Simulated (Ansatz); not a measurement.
# AlN at 9 GPa: from Born charge to LO–TO splitting and polaron coupling

Theory: DFT PBE, scalar-relativistic, plane waves, PAW in Ansatz 0.2.0. Plane waves to 420 eV; Γ-centred k mesh 10×10×10; fixed occupations. No spin polarisation. Phonons by linear response, acoustic sum rule imposed.

The cell, relaxed at 9 GPa:
```cif
data_structure
_symmetry_space_group_name_H-M 'P 1'
_symmetry_Int_Tables_number 1
_cell_length_a 3.0693
_cell_length_b 3.0693
_cell_length_c 3.0693
_cell_angle_alpha 60.000
_cell_angle_beta 60.000
_cell_angle_gamma 60.000
_cell_volume 20.45
loop_
_atom_site_label
_atom_site_type_symbol
_atom_site_fract_x
_atom_site_fract_y
_atom_site_fract_z
_atom_site_occupancy
Al1 Al 0.00000 0.00000 0.00000 1
N1 N 0.75000 0.75000 0.75000 1
```

Other phases may be more stable at this pressure.

Linear response gives ν_TO = 674.9 cm⁻¹, Born charges ±2.544 e (positive on Al) and ε∞ = 4.545. The primitive cell holds 20.445 Å³, and the masses are 26.982 and 14.007 amu.

Q: Find ν_LO and the static dielectric constant.

A: The long-wave field adds a restoring force: ω_LO² − ω_TO² = Z*²e²/(ε_vac ε∞ μV). In these units ν_LO² − ν_TO² = 4.92064×10⁷ Z*²/(μ V ε∞) cm⁻², with μ = m₁m₂/(m₁ + m₂) = 9.220 amu: 371655 cm⁻². So ν_LO = √(674.9² + 371655) = 909.5 cm⁻¹, and the run gives 909.5. Lyddane–Sachs–Teller then gives ε0 = ε∞ (ν_LO/ν_TO)² = 8.25, against 8.25 in the run (it forms both from the same three quantities, so the match checks the arithmetic only). Between ν_TO and ν_LO the dielectric function is negative and an undamped crystal reflects fully: a reststrahlen band from 11.0 to 14.8 μm.

Q: What do the Clausius–Mossotti polarisability and the Szigeti charge come to?

A: With the Lorentz local field, α = (3V/4π)(ε∞ − 1)/(ε∞ + 2) = 2.64 Å³ for the pair, and e_S = 3Z*/(ε∞ + 2) = 1.17 e. The Born charge includes the electrons' response to the dipole's own local field, and e_S takes that enhancement out. The Lorentz field assumes point-like polarisable ions, a poor picture once ε∞ is this large, since the electron clouds then overlap or are shared, so both numbers are formal here.

Q: How strongly does a slow electron couple to the LO mode?

A: For one isotropic parabolic band, Fröhlich's constant is α_F = (1/ε∞ − 1/ε0) √(m* Ry/ħω_LO), with Ry = 13.606 eV, ħω_LO = 112.8 meV and m* in free-electron masses: α_F = 0.0989 × 10.98 × √m* = 1.09 √m*. The band mass isn't part of this run; for m* = 0.1, 0.3 and 1 it gives 0.34, 0.59, 1.09. In weak coupling the polaron lies α_F ħω_LO below the band edge (67 meV at m* = 0.3) with a mass m*(1 + α_F/6); past α_F of about 5 or 6 that expansion fails. A semilocal functional's ε∞ tends to be too large, which taken alone lowers α_F.

This zinc-blende form isn't the usual stable structure of the compound at low pressure.

Cost: 1 run of about 0.24 core-minutes, on Intel Xeon 6975P-C (Granite Rapids) (shared hosts).